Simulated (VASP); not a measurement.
# Settings for CaSe: energy along a vibration (SMASS = -2)

CaSe, Fm-3m (no. 225), atoms displaced along the mode, 2 atoms in the cell. R2SCAN, energy along a line of displacements; PAW potentials Se, Ca_sv (PBE set). VASP 6.6.1.

Wanted: harmonic frequency within 1 %.

Space group without the displacement: Fm-3m (no. 225); Mode: optical mode at Gamma along x.

POSCAR of the starting run:
```
CaSe
1.0
    0.0000000000      2.9560000000      2.9560000000
    2.9560000000      0.0000000000      2.9560000000
    2.9560000000      2.9560000000      0.0000000000
Se Ca
1 1
Direct
    0.5045554979      0.4954445021      0.4954445021
   -0.0089763018      0.0089763018      0.0089763018

    0.0067330259   0.0000000000   0.0000000000
   -0.0132669741   0.0000000000   0.0000000000
```

The series start from k mesh: 5 × 5 × 5; Cutoff (eV): 350; Step along the mode (Å): 0.02; Extrapolation between steps (IWAVPR): 11. Each series keeps the choices made before it, and each single choice may use up half of a tolerance.

## k mesh

| k mesh | Harmonic frequency (THz) | Time (s) |
|---|---|---|
| 2 × 2 × 2 | 2.931 | 74 |
| 3 × 3 × 3 | 5.228 | 83 |
| 4 × 4 × 4 | 5.503 | 135 |
| 5 × 5 × 5 | 5.562 | 228 |
| 6 × 6 × 6 | 5.577 | 326 |
| 7 × 7 × 7 (reference) | 5.582 | 492 |

Chosen: 5 × 5 × 5, the loosest value from which every tighter one stays within half of the tolerance.

## Cutoff (eV)

| Cutoff (eV) | Harmonic frequency (THz) | Time (s) |
|---|---|---|
| 190 | 5.84 | 107 |
| 230 | 5.725 | 120 |
| 270 | 5.714 | 112 |
| 310 | 5.71 | 116 |
| 350 | 5.562 | 228 |
| 400 (reference) | 5.554 | 291 |

Chosen: 350.

## Extrapolation between steps (IWAVPR)

| Extrapolation between steps (IWAVPR) | Harmonic frequency (THz) | Time (s) |
|---|---|---|
| 11 | 5.58 | 258 |
| 12 | 5.58 | 188 |
| 0 | 5.58 | 278 |

Chosen: 11; no other choice that stays within half of the tolerance saves 30 % of the time.

Also changed on the way, by series that aren't shown: Step along the mode (Å): 0.04.

## All choices together

| Input | Harmonic frequency (THz) | Time (s) |
|---|---|---|
| defaults on a coarse mesh (naive) | 5.256 | 15 |
| chosen settings | 5.58 | 258 |
| reference settings throughout | 5.574 | 471 |

The tolerance is met.

## The input

INCAR:
```
SYSTEM = CaSe
METAGGA = R2SCAN ; LMIXTAU = .TRUE.
PREC = Accurate ; ENCUT = 350
EDIFF = 1E-7 ; ALGO = Normal
LREAL = .FALSE. ; LASPH = .TRUE.
ISMEAR = 0 ; SIGMA = 0.03
ISYM = 0 ; LWAVE = .FALSE.
LCHARG = .FALSE. ; IBRION = 0
SMASS = -2 ; POTIM = 1
NSW = 9 ; NELMIN = 4
IWAVPR = 11 ; KPAR = 2
```

KPOINTS:
```
Automatic mesh
0
Gamma
  5 5 5
  0 0 0
```

POSCAR:
```
CaSe
1.0
    0.0000000000      2.9560000000      2.9560000000
    2.9560000000      0.0000000000      2.9560000000
    2.9560000000      2.9560000000      0.0000000000
Se Ca
1 1
Direct
    0.5091109958      0.4908890042      0.4908890042
   -0.0179526037      0.0179526037      0.0179526037

    0.0134660518   0.0000000000   0.0000000000
   -0.0265339482   0.0000000000   0.0000000000
```

Commands:
```
cat potpaw_PBE.64/Se/POTCAR potpaw_PBE.64/Ca_sv/POTCAR > POTCAR
mpirun -np 2 vasp_std > vasp.out
```

The chosen input took VASP 6.6.1 258 s on 2 cores (Intel Xeon Platinum 8488C (Sapphire Rapids)), a shared host.
